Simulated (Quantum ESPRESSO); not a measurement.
Crystal: SrO.

```
CELL_PARAMETERS angstrom
0.00000 2.56630 2.56630
2.56630 0.00000 2.56630
2.56630 2.56630 0.00000
ATOMIC_POSITIONS crystal
Sr 0.50000 0.50000 0.50000
O 0.00000 0.00000 0.00000
```

- Program: Quantum ESPRESSO 7.5
- Task: phonons
- Functional: LDA
- Potentials or basis: GBRV 1.5 LDA
- Cutoff: 612 eV
- Density cutoff: 4898 eV
- k mesh: 6 × 6 × 6, shifted
- Occupations: fermi-dirac, width 0.05 eV
- Spin: no spin polarisation
- Form of the LDA correlation: PZ81
- Mixing beta: 0.5
- Most SCF iterations: 120
- SCF threshold: 4e-10 Ry

The cell and the atoms were relaxed first, to 16.25 Å³/atom (a = 3.582 Å, b = 3.582 Å, c = 3.582 Å, α = 60.00°, β = 60.00°, γ = 60.00°), and the response was taken there.

The first run showed a gap, so the response started from a second, tighter run with fixed occupations.

The run gives a transverse optical frequency of 217 cm⁻¹, an electronic dielectric constant of 3.87 and Born charges of ±2.47 e.

**Question.** What are the longitudinal frequency and the static dielectric constant?

**Answer.** The longitudinal mode lies at 474 cm⁻¹, 257 cm⁻¹ over the transverse one, and the static constant is 18.37. The two agree with the Lyddane-Sachs-Teller relation: (474/217)² = 4.77 and 18.37/3.87 = 4.75.
